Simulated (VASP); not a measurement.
Crystal: CsSnBr3.

```
Cs Sn Br
1.0
     5.83901    0.00000    0.00000
     0.00000    5.83901    0.00000
     0.00000    0.00000    5.83901
Cs Sn Br
1 1 3
Direct
  0.00000 0.00000 0.00000
  0.50000 0.50000 0.50000
  0.50000 0.00000 0.50000
  0.50000 0.50000 0.00000
  0.00000 0.50000 0.50000
```

The cell is a database's computed one.

- Program: VASP 6.6.1
- Task: relaxation of cell and atoms
- Functional: PBE
- Potentials or basis: VASP PAW PBE potentials, release 64 (Cs_sv, Sn_d, Br)
- Cutoff: 600 eV
- k mesh: 6 × 6 × 6
- Occupations: gaussian, width 0.02 eV
- Spin: no spin polarisation

At the start: pressure 0.6 GPa; volume 39.81 Å³/atom.

How do energy, volume and symmetry change on relaxing?

Over 3 steps the energy falls by 2.2 meV/atom and the volume is 41.02 Å³/atom (+3.0 %); space group Pm-3m (No. 221, to 0.05 Å).

Step by step:
```
step  energy change (eV)  largest force (eV/Å)  pressure (GPa)  volume (Å³)
   1              0.0000                0.0000            0.62       199.07
   2             -0.0105                0.0000            0.15       203.52
   3             -0.0112                0.0000            0.00       205.12
```

Final structure:
```
Cs Sn Br
1.0
     5.89751    0.00000    0.00000
     0.00000    5.89751    0.00000
     0.00000    0.00000    5.89751
Cs Sn Br
1 1 3
Direct
  0.00000 0.00000 0.00000
  0.50000 0.50000 0.50000
  0.50000 0.00000 0.50000
  0.50000 0.50000 0.00000
  0.00000 0.50000 0.50000
```
